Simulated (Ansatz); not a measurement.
SiC: the gap under pressure

SiC, F-43m, a = 4.380 Å. The compound has several low-lying forms, and this is one of them. Ansatz: PBE, PAW, 420 eV, Γ-centred 10×10×10 mesh on 2 atoms, Gaussian smearing 0.02 eV; no spin polarisation. Cell and atoms are relaxed at each pressure, and no other structure is tried, so the rows at high pressure may lie past a change of phase. The gap is sought over the whole zone. The pressures are the targets, met within 0.08 GPa.

```
P (GPa) gap y (eV)
   -3.0           ?
    0.0       1.373
    3.0       1.360
    8.0       1.341
   15.0       1.314
   30.0       1.262
   60.0       1.173
```

Task: Fit y = E0 + αP + βP² to the other rows and predict the missing gap.

Result: Least squares on the rows shown. y = 1.373 − 0.004065 P + 1.232×10⁻⁵ P². So α = -4.1 meV/GPa at zero pressure. At P = -3.0 the fit asked for gives 1.385 eV. The run gave 1.385 eV, the same to the digits shown.

The mesh isn't the same in all rows (10×10×10, 12×12×12). Semilocal functionals give gaps under the measured ones; changes of the gap mostly carry over better.